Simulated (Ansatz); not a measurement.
TiSi2: relaxation of cell and atoms with PBE

The system is TiSi2.

```
CELL_PARAMETERS angstrom
4.37464 0.00000 0.00000
-2.18732 3.78855 0.00000
0.00000 0.00000 2.56101
ATOMIC_POSITIONS crystal
Ti 0.00000 0.00000 0.00000
Si 0.33333 0.66667 0.50000
Si 0.66667 0.33333 0.50000
```

The cell was built by a generator and needn't be a form met in nature.

```json
{
 "Program": "Ansatz 0.2.0",
 "Task": "relaxation of cell and atoms",
 "Functional": "PBE",
 "Potentials or basis": "JTH PAW",
 "Cutoff": "1230 eV (not typed: the program's choice for these potentials)",
 "k mesh": "7 × 7 × 10",
 "Occupations": "fermi-dirac, width 0.05 eV",
 "Spin": "no spin polarisation"
}
```

```json
{"Relaxed volume": "14.16 Å³/atom", "Relaxed cell": "a = 4.386 Å, b = 4.386 Å, c = 2.549 Å, α = 90.00°, β = 90.00°, γ = 120.00°", "Space group after relaxing (to 0.05 Å)": "P6/mmm (No. 191)", "Energy gained by relaxing": "0.2 meV/atom", "Ionic steps": "4", "Pressure after relaxing": "0.0 GPa", "Band gap on the k mesh": "none (metal or under the smearing width)"}
```

The path:
| step | energy change (eV) | largest force (eV/Å) | volume (Å³) |
| --- | --- | --- | --- |
| 1 | 0.0000 | 0.0000 | 42.45 |
| 2 | -0.0004 | 0.0000 | 42.45 |
| 3 | -0.0006 | 0.0000 | 42.47 |
| 4 | -0.0006 | 0.0000 | 42.47 |

Final structure:
```yaml
crystal:
  lattice:
    - [4.38625, 0.00000, 0.00000]
    - [-2.19313, 3.79860, 0.00000]
    - [0.00000, 0.00000, 2.54874]
  atoms:
    - { symbol: Ti, position: [0.00000, 0.00000, 0.00000] }
    - { symbol: Si, position: [0.33333, 0.66667, 0.50000] }
    - { symbol: Si, position: [0.66667, 0.33333, 0.50000] }
```

Levels at points of the mesh, in eV from the Fermi level:
```
            k point  band 6  band 7  band 8  band 9  band 10  band 11  band 12  band 13  band 14
 (0.00, 0.00, 0.00)   -5.26   -5.26   -5.19   -1.66    -1.00    -1.00     2.92     2.92     3.37
(0.00, 0.00, -0.50)   -7.06   -2.29   -2.29   -0.92    -0.82    -0.82    -0.25    -0.25     1.34
```

It took 15 s on 2 threads of Arm Neoverse V2, on a shared host, peak memory 0.53 GiB.

Caveat: the plane-wave basis is chosen anew once the cell has moved, so the energies of steps on either side of that aren't comparable.
